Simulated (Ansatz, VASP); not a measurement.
## AlN: VASP beside Ansatz

Contents of INCAR:

```
SYSTEM = AlN
  PREC = Accurate
  ENCUT = 520
  EDIFF = 1E-7
  ISMEAR = 0
  SIGMA = 0.05
  LREAL = .False.
  LASPH = .True.
  NELM = 100
  ALGO = Normal
  ISIF = 2
  LWAVE = .False.
  LCHARG = .False.
  GGA = PE
  NBANDS = 11
```

KPOINTS

```
regular mesh
0
Gamma
  10 10 10
  0 0 0
```

POSCAR

```
AlN
1.0
    0.0000000000      2.0345180000      2.0955535400
    2.0345180000      0.0000000000      2.0955535400
    2.0345180000      2.0345180000      0.0000000000
Al N
1 1
Direct
    0.5000000000      0.5000000000      0.5000000000
    0.0000000000      0.0000000000      0.0000000000
```

Input for Ansatz:

```yaml
crystal:
  lattice:
    - [0.0, 2.034518, 2.09555354]
    - [2.034518, 0.0, 2.09555354]
    - [2.034518, 2.034518, 0.0]
  atoms:
    - { symbol: Al, position: [0.5, 0.5, 0.5] }
    - { symbol: "N", position: [0.0, 0.0, 0.0] }
basis:
  ecutwfc: 420
kpoints:
  mp_grid: { grid: [10, 10, 10] }
hamiltonian:
  xc: pbe
scf:
  occupations: { method: gaussian, width: 0.05 }
output:
  forces: true
  stress: true
  eigenvalues: true
```

Change from the starting cell: strain +0.000 along x and y, +0.030 along z, atoms carried along.

Alike in both runs: task single point; functional PBE; k mesh 10 × 10 × 10; occupations gaussian, width 0.05 eV; no spin polarisation.

|  | VASP | Ansatz |
| --- | --- | --- |
| version | VASP 6.6.1 | Ansatz 0.2.0 |
| potentials or method | VASP PAW PBE potentials, release 64 (Al, N) | scalar-relativistic, plane waves, PAW |
| plane-wave cutoff (eV) | 520 | 420 |
| valence electrons in the cell | 8 | 8 |

|  | VASP | Ansatz | Ansatz less VASP |
| --- | --- | --- | --- |
| gap on the k mesh at the Fermi level (eV) | 3.93 | 3.96 | +0.022 |
| least direct gap on the mesh (eV) | 4.85 | 4.84 | -0.009 |
| pressure (GPa) | -6.6 | -6.4 | +0.24 |
| largest component of the traceless stress (GPa) | 3.93 | 3.95 | +0.024 |

A k mesh can miss the band edges.
